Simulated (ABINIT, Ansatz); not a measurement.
# BeTe (F-43m): G0W0 with ABINIT, start to end, part 3 of 3

How does a plane-wave GW calculation on BeTe (F-43m) run from the first input to the gap?

ABINIT 10.8.3; PBE and many-body steps on it, plane waves. Known limits of the many-body steps: not at the basis limit; exchange with frozen shells missing; no spin-orbit coupling.

So far. Step 4 (Empty states on the mesh, 6×6×6 mesh, 106 bands): On this mesh the gap is 2.028 eV. Step 5 (Screening, 6×6×6 mesh, 98 bands, screening to 149.7 eV): Local fields lower ε∞ by 13 %.

## (6) Self-energy, 6×6×6 mesh, 98 bands, screening to 149.7 eV

The self-energy is evaluated for the states that the input lists, and the levels follow from it, in one-shot runs by the linearised quasiparticle equation.

This step: G0W0 on PBE, plane waves, norm-conserving pseudopotentials.

File run.abi:

```
acell 3*1.0 Angstrom
rprim 
  -0.000000000000 2.831458787600 2.831458787600
  2.831458787600 0.000000000000 2.831458787600
  2.831458787600 2.831458787600 0.000000000000
ntypat 2
znucl 4 52
natom 2
typat 1 2
xred 
  0.000000000000 0.000000000000 0.000000000000
  0.750000000000 0.750000000000 0.750000000000
pp_dirpath "pseudos"
pseudos "Be.upf, Te.upf"
ecut 38
ngkpt 6 6 6
nshiftk 1
shiftk 0 0 0
kptopt 1
chksymbreak 0
istwfk *1
occopt 1
irdwfk 1
optdriver 4
nband 98
gwcalctyp 0
ecutsigx 38
symsigma 1
nkptgw 2
kptgw 
  0.0000000000 0.0000000000 0.0000000000
  0.5000000000 0.5000000000 0.0000000000
bdgw 
  8 13
  9 12
ecuteps 5.5
irdscr 1
ppmodel 1
indata_prefix "in"
outdata_prefix "out"
tmpdata_prefix "tmp"
```

Started as:

```bash
$ OMP_NUM_THREADS=1 mpirun -n 8 abinit run.abi > log
```

Numbers of over 12 decimals in the logs are rounded to 6 here.

The log of the run:

```text
.Version 10.8.3 of ABINIT. v10.8.2 released Aug 2026.

 Symmetries : space group F-4 3 m (#216); Bravais cF (face-center cubic)
[... echo of the input left out ...]
== DATASET  1 ==================================================================
-   mpi_nproc: 8, omp_nthreads: 1 (-1 if OMP is not activated)

--- !DatasetInfo
iteration_state: {dtset: 1, }
dimensions: {natom: 2, nkpt: 16, mband: 98, nsppol: 1, nspinor: 1, nspden: 1, mpw: 3479, }
cutoff_energies: {ecut:  38.0, pawecutdg:  -1.0, }
electrons: {nelect:   2.00000000E+01, charge:   0.00000000E+00, occopt:   1.00000000E+00, tsmear:   1.00000000E-02, }

 SIGMA: Calculation of the GW corrections

 Based on a program developped by R.W. Godby, V. Olevano, G. Onida, and L. Reining.
 Incorporated in ABINIT by V. Olevano, G.-M. Rignanese, and M. Torrent.
.Using double precision arithmetic ; gwpc =  8

[... cell and pseudopotentials left out ...]
--------------------------------------------------------------------------------

 ==== K-mesh for the wavefunctions ====
 Number of points in the irreducible wedge :    16
[... list of points left out ...]
 Together with 24 symmetry operations and time-reversal symmetry
 yields   216 points in the full Brillouin Zone.

 ==== Q-mesh for screening function ====
 Number of points in the irreducible wedge :    16
[... list of points left out ...]
 Together with 24 symmetry operations and time-reversal symmetry
 yields   216 points in the full Brillouin Zone.

 vcoul_init : cutoff-mode = AUXILIARY_FUNCTION
 q-points for optical limit:   1
     1)      0.000010    0.000020    0.000030
 setmesh: FFT mesh size selected  =    45x   45x   45
          total number of points  =        91125

 Number of electrons calculated from density =   20.0000; Expected =   20.0000
 average of density, n =  0.065279
 r_s =    1.5407
 omega_plasma =   24.6457 [eV]

 === KS Band Gaps ===
  >>>> For spin  1
   Minimum direct gap =   3.6577 [eV], located at k-point      :   0.0000  0.0000  0.0000
   Fundamental gap    =   2.0277 [eV], Top of valence bands at :   0.0000  0.0000  0.0000
                                       Bottom of conduction at :   0.5000  0.5000  0.0000
 SIGMA fundamental parameters:
 PLASMON POLE MODEL  1
 number of plane-waves for SigmaX                 3479
 number of plane-waves for SigmaC and W            169
 number of plane-waves for wavefunctions          3479
 number of bands                                    98
 number of independent spin polarizations            1
 number of spinorial components                      1
 number of k-points in IBZ                          16
 number of q-points in IBZ                          16
 number of symmetry operations                      24
 number of k-points in BZ                          216
 number of q-points in BZ                          216
 number of frequencies for dSigma/dE                 9
 frequency step for dSigma/dE [eV]                0.25
 number of omega for Sigma on real axis              0
 max omega for Sigma on real axis  [eV]           0.00
 zcut for avoiding poles [eV]                     0.10

 EPSILON^-1 parameters (SCR file):
 dimension of the eps^-1 matrix on file            169
 dimension of the eps^-1 matrix used               169
 number of plane-waves for wavefunctions          3479
 number of bands                                    98
 number of q-points in IBZ                          16
 number of frequencies                               2
 number of real frequencies                          1
 number of imag frequencies                          1

 matrix elements of self-energy operator (all in [eV])

 Perturbative Calculation

--- !SelfEnergy_ee
iteration_state: {dtset: 1, }
kpoint     : [   0.000,    0.000,    0.000, ]
spin       : 1
KS_gap     :    3.658
QP_gap     :    5.273
Delta_QP_KS:    1.615
data: !SigmaeeData |
     Band     E0 <VxcDFT>   SigX SigC(E0)      Z dSigC/dE  Sig(E)    E-E0       E
        8   3.976 -12.492 -15.162   1.188   0.802  -0.247 -13.680  -1.188   2.788
        9   3.976 -12.492 -15.162   1.188   0.802  -0.247 -13.680  -1.188   2.788
       10   3.976 -12.492 -15.162   1.188   0.802  -0.247 -13.680  -1.188   2.788
       11   7.634 -10.191  -5.636  -4.021   0.800  -0.249  -9.764   0.427   8.061
       12   7.634 -10.191  -5.636  -4.021   0.800  -0.249  -9.764   0.427   8.061
       13   7.634 -10.191  -5.636  -4.021   0.800  -0.249  -9.764   0.427   8.061

--- !SelfEnergy_ee
iteration_state: {dtset: 1, }
kpoint     : [   0.500,    0.500,    0.000, ]
spin       : 1
KS_gap     :    4.602
QP_gap     :    5.963
Delta_QP_KS:    1.361
data: !SigmaeeData |
     Band     E0 <VxcDFT>   SigX SigC(E0)      Z dSigC/dE  Sig(E)    E-E0       E
        9   1.402 -11.285 -14.720   1.891   0.786  -0.272 -12.499  -1.214   0.188
       10   1.402 -11.285 -14.720   1.891   0.786  -0.272 -12.499  -1.214   0.188
       11   6.004  -8.757  -4.901  -3.676   0.814  -0.228  -8.610   0.147   6.150
       12   6.690  -9.557  -5.481  -3.719   0.809  -0.237  -9.268   0.289   6.979

== END DATASET(S) ==============================================================
================================================================================

 -outvars: echo values of variables after computation  --------
           etotal      0.0000000000E+00
            nband          98
             nkpt          16
          spgroup         216
 [... the other variables as echoed above ...]

 Calculation completed.
```

It took 6.3 s on 8 MPI ranks of Arm Neoverse V2, shared host; peak memory 1.7 GiB; 50 s of CPU time.

Numbers from this step:

```yaml
g0w0_gap_on_the_points_computed: 3.362 eV
starting_gap_on_the_mesh: 2.028 eV
k_of_the_valence_top: 0, 0, 0
k_of_the_conduction_bottom: 0.5, 0.5, 0
z_at_the_valence_top: 0.802
z_at_the_conduction_bottom: 0.814
least_direct_g0w0_gap_on_the_computed_points: 5.273 eV
```

The gap on the mesh goes from 2.03 eV to 3.36 eV, a correction of +1.33 eV.

Limits: finite bands, cutoff and mesh; exchange with frozen shells missing; no spin-orbit coupling. v1 is the top filled band, c1 the lowest empty one. Levels before and after the correction, in eV, zero at the valence-band top of each column:

|  | conduction bottom | valence top |
| --- | --- | --- |
| Kohn-Sham | 2.03 | 0.00 |
| G0W0 | 3.36 | 0.00 |

|  | level | energy (eV) |
| --- | --- | --- |
| Kohn-Sham | Γ v3-v1 | 0.000 |
| Kohn-Sham | Γ c1-c3 | 3.658 |
| Kohn-Sham | (0.5 0.5 0) v2-v1 | -2.574 |
| Kohn-Sham | (0.5 0.5 0) c1 | 2.028 |
| Kohn-Sham | (0.5 0.5 0) c2 | 2.714 |
| G0W0 | Γ v3-v1 | 0.000 |
| G0W0 | Γ c1-c3 | 5.273 |
| G0W0 | (0.5 0.5 0) v2-v1 | -2.600 |
| G0W0 | (0.5 0.5 0) c1 | 3.362 |
| G0W0 | (0.5 0.5 0) c2 | 4.191 |

## (7) Where the time went

Times are wall times on 8 MPI ranks of Arm Neoverse V2, shared host, good to a factor of about two.

| step | time | share | memory (GiB) |
| --- | --- | --- | --- |
| ground state | 5.4 s | 4 % | 0.61 |
| bands along the symmetry lines | 7 s | 5 % | 0.54 |
| empty states on the mesh | 58 s | 42 % | 5.5 |
| screening | 62 s | 45 % | 2.1 |
| self-energy | 6.3 s | 5 % | 1.7 |

## (8) What came out

```yaml
pbe_gap: 2.03 eV, indirect
g0w0_gap_on_the_mesh: 3.36 eV
gw_settings: 6×6×6 mesh, 98 bands, screening to 149.7 eV, Godby-Needs plasmon pole
known_limits: not at the basis limit; exchange with frozen shells missing; no spin-orbit coupling
```

G0W0 moves the gap on the mesh from 2.03 eV to 3.36 eV (+1.33 eV), with Z of 0.80 and 0.81 at the edges. Local fields lower the RPA ε∞ on this mesh from 8.40 to 7.29. Only 2 of the mesh's irreducible points were corrected, so a valley elsewhere could overtake. Against experiment, by G0W0@PBE: the gap of 3.36 eV lies +0.66 eV from the measured 2.7 eV (indirect, quoted 1997); the gap of 3.36 eV lies +0.56 eV from the measured 2.8 eV (indirect, quoted 1997). The calculation has static nuclei and no excitons; a measured gap holds zero-point and thermal motion, which mostly lowers it. With atoms this heavy the missing spin-orbit coupling can matter too. Bands and cutoff are finite, so the gap is not at the basis limit. The miss can reach some tenths of an eV and take either sign; the mesh is an error of its own. In the G0W0 run levels were corrected at 2 k points alone, so a gap called «on the mesh» is the least over those, and an edge elsewhere would be missed. The norm-conserving file of at least one element keeps a d shell over frozen s and p shells of the same row. Exchange with those shells is missing from the self-energy, an error of 0.3 to 0.9 eV in cases checked, whose sign depends on which edge lies on those atoms.

[Paths, hosts, dates, memory and timing lines, banners, echoed tables and standing remarks are left out of the program output.]

[Logs are printed without paths, hosts, clocks, repeated set-up lines and the standing remarks that a program may print on its own settings, such as how far it seeks lower states.]

[Runs of the session that timed out or met a known fault of the program may be left out.]

[Hosts, paths, dates, database ids (printed as entryN), source tags and the programs' standing remarks are cut or masked in the printed files.]

[G0W0 gaps are taken among the corrected bands and points alone; a level outside them can change the order at an edge.]

[Where Ansatz stands beside ABINIT at settings called matched, ABINIT's density can come from a denser mesh and the files from another edition; pairs whose starting gaps differed by over 0.03 eV were left out, so agreement reads better than it is.]
